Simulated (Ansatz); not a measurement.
Results of PBE (plane waves, PAW; Ansatz, a quantum-chemistry and plane-wave program) for skutterudite CoSb₃.

Run with plane-wave cutoff 520 eV, 6×6×6 k mesh, Fermi–Dirac smearing 0.01 eV, no spin polarisation, scalar-relativistic PAW data made under PBE.

Shape and atoms are relaxed at each volume.

Pressure at four volumes; x = ln(V/23.683 Å³). One pressure is withheld.

```json
[
 {"V (Å³/atom)": "22.736", "x": "-0.0408", "P (GPa)": "?"},
 {"V (Å³/atom)": "23.210", "x": "-0.0202", "P (GPa)": "1.79"},
 {"V (Å³/atom)": "23.683", "x": "0.0000", "P (GPa)": "-0.01"},
 {"V (Å³/atom)": "24.631", "x": "0.0392", "P (GPa)": "-3.03"}
]
```

Pass a parabola P(x) through the three rows shown, estimate the bulk modulus and its pressure derivative near zero pressure, and predict the withheld pressure.

Slopes between the rows: (-0.01 − (1.79))/(0.0000 − (-0.0202)) = -89.11 and (-3.03 − (-0.01))/(0.0392 − (0.0000)) = -77.04 GPa. Their difference over the span 0.0594 is c = 12.07/0.0594 = 203.2 GPa, so P(x) = 1.79 + (-89.11)(x − (-0.0202)) + 203.2 (x − (-0.0202))(x − (0.0000)). At the middle row B = −dP/dx = −[-89.11 + 203.2 × 0.0202] = 85.0 GPa, and B′ = dB/dP = 2c/B = 4.8. At x = -0.0408 the parabola gives 3.80 GPa; the run gives 3.80 GPa. The Birch–Murnaghan fit to the energies at all volumes has B0 = 84.7 GPa and B′ = 4.8.

Measured, for comparison: bulk modulus 95 ± 5 GPa (room temperature, not corrected to a static lattice, sources range from 85.0 to 95.0; as tabulated in Alexeev et al. (2016), arXiv:1601.07731). Computed less measured: bulk modulus -11 % (-0.4 % to -11 % over the range).

Spin–orbit coupling is not included.
